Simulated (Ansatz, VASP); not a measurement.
Sn in VASP and in Ansatz

File INCAR:

```
  ALGO = Normal
  EDIFF = 1E-7
  ENCUT = 520
  GGA = PE
  ISIF = 2
  ISMEAR = -1
  LASPH = T
  LCHARG = F
  LREAL = F
  LWAVE = F
  NBANDS = 21
  NELM = 100
  PREC = Accurate
  SIGMA = 0.02
```

Contents of KPOINTS:

```
k-points
0
Gamma
  6 6 6
```

File POSCAR:

```
Sn
1.0
    0.0426979771      3.3271577576      3.3271577576
    3.3271577576      0.0426979771      3.3271577576
    3.3271577576      3.3271577576      0.0426979771
Sn
2
Direct
    0.0010605852      0.0010605852      0.0010605852
    0.2489394148      0.2489394148      0.2489394148
```

Input for Ansatz:

```yaml
crystal:
  lattice:
    - [0.0426979771, 3.3271577576, 3.3271577576]
    - [3.3271577576, 0.0426979771, 3.3271577576]
    - [3.3271577576, 3.3271577576, 0.0426979771]
  atoms:
    - { symbol: Sn, position: [0.0010605852, 0.0010605852, 0.0010605852] }
    - { symbol: Sn, position: [0.2489394148, 0.2489394148, 0.2489394148] }
kpoints:
  mp_grid: { grid: [6, 6, 6] }
  band_path:
    path:
      - [0.0, 0.0, 0.0]
      - [0.5, 0.0, 0.5]
      - [0.625, 0.25, 0.625]
      - [0.375, 0.375, 0.75]
      - [0.5, 0.5, 0.5]
      - [0.5, 0.25, 0.75]
    npoints: 1
hamiltonian:
  xc: pbe
scf:
  occupations: { method: fermi_dirac, width: 0.02 }
  n_extra_bands: 4
output:
  forces: true
  stress: true
  eigenvalues: true
  write_density: true
  write_potential: true
  elf: true
  volumetric_format: npy
```

Change from the starting cell: shear_111 strain +1.9%.

Alike in both runs: task single point; functional PBE; k mesh 6 × 6 × 6; occupations fermi-dirac, width 0.02 eV; no spin polarisation.

```csv
,VASP,Ansatz
version,VASP 6.6.1,Ansatz 0.2.0
potentials or method,"VASP PAW PBE potentials, release 64 (Sn_d)","plane waves, PAW"
plane-wave cutoff (eV),520,420
valence electrons in the cell,28,28
```

Ansatz gave:

| Quantity | Value |
| --- | --- |
| pressure (GPa) | 0.8 |
| largest component of the traceless stress (GPa) | 0.31 |
| rms of the force components (eV/Å) | 0.005 |

Q: What did VASP give for the same quantities?

A: Pressure (GPa): 0.7; largest component of the traceless stress (GPa): 0.31; rms of the force components (eV/Å): 0.006.

Atom by atom the forces differ by 0.000 eV/Å (rms over components). The functional is the same, so the differences come from potentials, cutoffs and numerics.
